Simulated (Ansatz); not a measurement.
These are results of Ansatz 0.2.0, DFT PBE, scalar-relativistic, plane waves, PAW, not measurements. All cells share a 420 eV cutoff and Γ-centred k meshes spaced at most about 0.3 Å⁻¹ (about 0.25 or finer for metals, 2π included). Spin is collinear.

These are static total energies at zero pressure.

Two forms of Cu2Ni3 were relaxed alike.

A. (parallel moments up to 0.6 μB)

Space group R-3m:H (No. 166). a = 2.513 Å, b = 2.513 Å, c = 30.915 Å, α = 90.00°, β = 90.00°, γ = 120.00°
| atom | site | symmetry | x | y | z |
| --- | --- | --- | --- | --- | --- |
| Cu | 6c | 3m | 0.3333 | 0.6667 | 0.8677 |
| Ni | 6c | 3m | 0.6667 | 0.3333 | 0.7317 |
| Ni | 3a | -3m | 0.0000 | 0.0000 | 0.0000 |

B. (parallel moments up to 0.4 μB)

Space group R-3m:H (No. 166). a = 2.509 Å, b = 2.509 Å, c = 30.942 Å, α = 90.00°, β = 90.00°, γ = 120.00°
```csv
atom,site,symmetry,x,y,z
Cu,6c,3m,0.0000,0.0000,0.0998
Ni,6c,3m,0.6667,0.3333,0.0324
Ni,3b,-3m,0.3333,0.6667,0.1667
```

Question: Which arrangement of the elements on these sites is preferred, and by what margin?

Answer: A is lower, by 8 meV/atom. The two share one framework of sites and differ in which element sits where. A has Cu and Ni ordered on fcc sites, space group R-3m (No. 166), 11.3 Å³/atom and no gap on its mesh; B has Cu and Ni ordered on fcc sites, space group R-3m (No. 166), 11.2 Å³/atom and no gap. Counting all near atoms (those within 1.25 times the shortest distance at each site), A and B both have Cu 12, Ni 12. In A, around Cu lie 9 Cu at 2.51–2.57 Å and 3 Ni at 2.54 Å; Ni on a site of symmetry 3m is surrounded by 9 Ni at 2.48–2.51 Å and 3 Cu at 2.54 Å; Ni on a site of symmetry -3m has 12 Ni at 2.48–2.51 Å. In B, Cu has 6 Cu at 2.51 Å and 6 Ni at 2.53–2.54 Å; around Ni on a site of symmetry 3m lie 9 Ni at 2.47–2.51 Å and 3 Cu at 2.54 Å; Ni on a site of symmetry -3m is surrounded by 6 Ni at 2.51 Å and 6 Cu at 2.53 Å. Both come from invented guesses.

The k mesh leaves some 4 meV/atom of noise in the energy of each metallic cell. Another magnetic order may lie lower. Cells relaxed within their symmetry can be saddle points.
